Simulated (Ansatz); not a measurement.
NaBr:
```xyz
2
Lattice="0.0000 3.0176 3.0176 3.0176 0.0000 3.0176 3.0176 3.0176 0.0000" Properties=species:S:1:pos:R:3 pbc="T T T"
Na     0.0000     0.0000     0.0000
Br     3.0176     3.0176     3.0176
```

Relaxed with PBE. Special points in fractions of this cell's reciprocal vectors: Γ (0.000, 0.000, 0.000); X (0.500, 0.000, 0.500); U (0.625, 0.250, 0.625); K (0.375, 0.375, 0.750); L (0.500, 0.500, 0.500); W (0.500, 0.250, 0.750).

### Question
List the band energies nearest the valence-band maximum at these points for PBE in the plane-wave PAW code Ansatz.

### Answer
In eV from the valence-band maximum; about four levels below and three above (degenerate sets whole), none deeper than 8.9 eV; points with the same levels are listed once.

```
k              below                above
-  -----------------  -------------------
Γ     0.00 0.00 0.00  4.07 9.82 9.82 9.82
X  -1.70 -0.63 -0.63      6.08 7.05 10.48
U  -1.45 -1.16 -0.51       6.83 7.98 9.66
L  -1.96 -0.26 -0.26       6.14 9.45 9.45
W  -1.23 -1.23 -0.79       7.41 8.74 8.74
```

Space group Fm-3m (rock salt). The cell was relaxed with PBE under the symmetry of its start; phonons on a q-mesh show no instability. Scalar-relativistic: spin–orbit coupling is off unless named, which matters more the heavier the elements.

Potentials: the later of the program's two PAW sets.
